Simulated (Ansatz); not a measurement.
**GaN (P6_3mc): the host for defect calculations**

Aim: the runs on the perfect crystal GaN (P6_3mc) that a defect calculation needs first.

Calculated with Ansatz 0.2.0; plane-wave PAW DFT, r2SCAN; single point of the host's primitive cell on a dense mesh; PAW set soft_1, in the first sound run; inputs show where later runs differ.

Most raw output is cut from this account.

### 1. The starting structure

The structure is hexagonal, space group P6_3mc (No. 186). The conventional cell has a = 3.183 Å, b = 3.183 Å, c = 5.184 Å, α = 90.00°, β = 90.00°, γ = 120.00°. Nearest to Ga lie 4 N at 1.95 Å. Nearest to N lie 4 Ga at 1.95 Å. Farther neighbours and most contacts between anions are not listed.

### 2. Primitive cell on a dense mesh

A dense mesh gives the host's converged energy, against which the supercell's sampling is tested.

dense/input.yaml

```yaml
crystal:
  lattice:
    - [3.1832725448, 0.0, 0.0]
    - [-1.5916362724, 2.7567948909, 0.0]
    - [0.0, 0.0, 5.1838316146]
  atoms:
    - { symbol: Ga, position: [0.6666666667, 0.3333333333, 0.4991062361] }
    - { symbol: Ga, position: [0.3333333333, 0.6666666667, 0.9991062361] }
    - { symbol: "N", position: [0.6666666667, 0.3333333333, 0.8758937639] }
    - { symbol: "N", position: [0.3333333333, 0.6666666667, 0.3758937639] }
basis:
  ecutwfc: 500
  xc_grid: 2
hamiltonian:
  xc: r2scan
  pseudopotentials: { kind: paw, azcp: { folder: soft_1 } }
kpoints:
  mp_grid: { grid: [10, 10, 6] }
scf:
  occupations: { method: fermi_dirac, width: 0.01 }
  max_iter: 80
```

On the command line:

```
> ansatz run input.yaml --threads 4 --pin off --max-ram 7536MiB --backend cpu --events-out ev --progress --plain --runs-dir out
```

The job ended after 3.7 s (4 threads of Intel Xeon at 2.60GHz (Ice Lake), shared host; peak memory 0.43 GiB).

### 3. Self-consistent run

This step: plane-wave PAW DFT, r2SCAN; single point of the defect-free supercell, a test of its k-points; PAW set soft_1 (Ansatz 0.2.0).

System of this step: GaN (P6_3mc). Symmetry: P6_3mc, No. 186, hexagonal system. Conventional cell: a = 3.183 Å, b = 3.183 Å, c = 5.184 Å, α = 90.00°, β = 90.00°, γ = 120.00°. Nearest to Ga lie 4 N at 1.95 Å. Nearest to N lie 4 Ga at 1.95 Å. Farther neighbours and most contacts between anions are not listed.

pristine.sampling/input.yaml

```yaml
crystal:
  lattice:
    - [6.3665450895, 0.0, 0.0]
    - [-3.1832725448, 5.5135897818, 0.0]
    - [0.0, 0.0, 10.3676632292]
  atoms:
    - { symbol: Ga, position: [0.3333333334, 0.1666666666, 0.249553118] }
    - { symbol: Ga, position: [0.1666666666, 0.3333333334, 0.499553118] }
    - { symbol: "N", position: [0.3333333334, 0.1666666666, 0.437946882] }
    - { symbol: "N", position: [0.1666666666, 0.3333333334, 0.187946882] }
    - { symbol: Ga, position: [0.3333333334, 0.1666666666, 0.749553118] }
    - { symbol: Ga, position: [0.1666666666, 0.3333333334, 0.999553118] }
    - { symbol: "N", position: [0.3333333334, 0.1666666666, 0.937946882] }
    - { symbol: "N", position: [0.1666666666, 0.3333333334, 0.687946882] }
    - { symbol: Ga, position: [0.3333333334, 0.6666666666, 0.249553118] }
    - { symbol: Ga, position: [0.1666666666, 0.8333333333, 0.499553118] }
    - { symbol: "N", position: [0.3333333334, 0.6666666666, 0.437946882] }
    - { symbol: "N", position: [0.1666666666, 0.8333333333, 0.187946882] }
    - { symbol: Ga, position: [0.3333333334, 0.6666666666, 0.749553118] }
    - { symbol: Ga, position: [0.1666666666, 0.8333333333, 0.999553118] }
    - { symbol: "N", position: [0.3333333334, 0.6666666666, 0.937946882] }
    - { symbol: "N", position: [0.1666666666, 0.8333333333, 0.687946882] }
    - { symbol: Ga, position: [0.8333333333, 0.1666666666, 0.249553118] }
    - { symbol: Ga, position: [0.6666666666, 0.3333333334, 0.499553118] }
    - { symbol: "N", position: [0.8333333333, 0.1666666666, 0.437946882] }
    - { symbol: "N", position: [0.6666666666, 0.3333333334, 0.187946882] }
    - { symbol: Ga, position: [0.8333333333, 0.1666666666, 0.749553118] }
    - { symbol: Ga, position: [0.6666666666, 0.3333333334, 0.999553118] }
    - { symbol: "N", position: [0.8333333333, 0.1666666666, 0.937946882] }
    - { symbol: "N", position: [0.6666666666, 0.3333333334, 0.687946882] }
    - { symbol: Ga, position: [0.8333333333, 0.6666666666, 0.249553118] }
    - { symbol: Ga, position: [0.6666666666, 0.8333333333, 0.499553118] }
    - { symbol: "N", position: [0.8333333333, 0.6666666666, 0.437946882] }
    - { symbol: "N", position: [0.6666666666, 0.8333333333, 0.187946882] }
    - { symbol: Ga, position: [0.8333333333, 0.6666666666, 0.749553118] }
    - { symbol: Ga, position: [0.6666666666, 0.8333333333, 0.999553118] }
    - { symbol: "N", position: [0.8333333333, 0.6666666666, 0.937946882] }
    - { symbol: "N", position: [0.6666666666, 0.8333333333, 0.687946882] }
basis:
  ecutwfc: 500
  xc_grid: 2
hamiltonian:
  xc: r2scan
  pseudopotentials: { kind: paw, azcp: { folder: soft_1 } }
kpoints:
  mp_grid: { grid: [1, 1, 1], shift: [0.25, 0.25, 0.25] }
scf:
  occupations: { method: fermi_dirac, width: 0.01 }
  max_iter: 80
```

The job ended after 3.3 s (4 threads; peak memory 0.87 GiB; 11 s of CPU time).

This step gave:

```
energy over dense mesh : -0.1239 eV/atom
```

### 4. Defect free supercell relaxed from its symmetric sites

This cell, the one that will hold the defects, is built from the relaxed host. Its coarser k-points can move the atoms a little, so it is relaxed from the symmetric sites, as the reference for the test of stability.

This step: plane-wave PAW DFT, r2SCAN; relaxation of the defect-free supercell from its symmetric sites; PAW set soft_1 (Ansatz 0.2.0).

pristine.symmetric/input.yaml, as its differences from pristine.sampling/input.yaml of step 3:

```diff
@@ -45,3 +45,3 @@
 kpoints:
-  mp_grid: { grid: [1, 1, 1], shift: [0.25, 0.25, 0.25] }
+  mp_grid: { grid: [2, 2, 2], shift: [0.5, 0.5, 0.5] }
 scf:
@@ -49 +49,12 @@
   max_iter: 80
+output:
+  forces: true
+relax:
+  f_tol: 0.01
+  max_steps: 60
+  escape_saddle: false
+checkpoint:
+  write: "../pristine.symmetric.run"
+  compress: false
+  write_wavefunctions: false
+  write_every: 100000
```

The job ended after 10 s (4 threads; peak memory 1.2 GiB; 36 s of CPU time).

Hardly anything moved in the relaxation; the energy changed by under 0.2 meV an atom.

### 5. Defect free supercell relaxed from displaced atoms

This step: plane-wave PAW DFT, r2SCAN; relaxation of the defect-free supercell from random displacements, a test of the host's stability; PAW set soft_1 (Ansatz 0.2.0).

pristine.rattled/input.yaml, as its differences from pristine.symmetric/input.yaml of step 4:

```diff
@@ -53,6 +53,6 @@
   f_tol: 0.01
-  max_steps: 60
-  escape_saddle: false
+  max_steps: 120
+  random_displacement: { amplitude: 0.08, seed: 8075 }
 checkpoint:
-  write: "../pristine.symmetric.run"
+  write: "../pristine.rattled.run"
   compress: false
```

Elapsed: 47 s, on 4 threads; peak memory 1.9 GiB.

The steps of the relaxation:

| step | energy less that of the first step (eV) | largest force component (eV/Å) |
| --- | --- | --- |
| 1 | 0.0000 | 2.4205 |
| 2 | -1.4784 | 1.3184 |
| 3 | -1.9508 | 0.0143 |
| 4 | -1.9508 | 0.0142 |
| 5 | -1.9509 | 0.0032 |

The relaxation ends 61 meV an atom lower than the displaced start, with a largest force component of 0.0032 eV/Å.

### 6. Outcome

```yaml
supercell_relaxed_in_its_symmetry_less_the_displaced_and_relaxed_one: 0.000 eV
energy_an_atom_at_one_point_at_less_that_on_the_dense_mesh: -0.124 eV
```

Step 5: The energy fell by 1.951 eV from the randomly displaced start; the atoms end within 0.005 Å of the sites as typed, once the mean shift is taken out. The displaced cell ends within 0.01 eV of the symmetric one relaxed in its symmetry, so no lower structure shows in this supercell. All at zero temperature.

[Logs are printed without paths, hosts, clocks, repeated set-up lines and the standing remarks that a program may print on its own settings, such as how far it seeks lower states.]

[Hosts, paths, dates, database ids (printed as entryN), source tags and the programs' standing remarks are cut or masked in the printed files.]

[Runs of the host that timed out are not shown.]

[For some hosts the program warned that the k-mesh of the response run may be too coarse for force constants and the static dielectric constant; such warnings are not always shown.]

[The program warned that the k-mesh of a response run behind this text may be too coarse: force constants, and the static dielectric constant and all else formed from them, are not shown converged.]
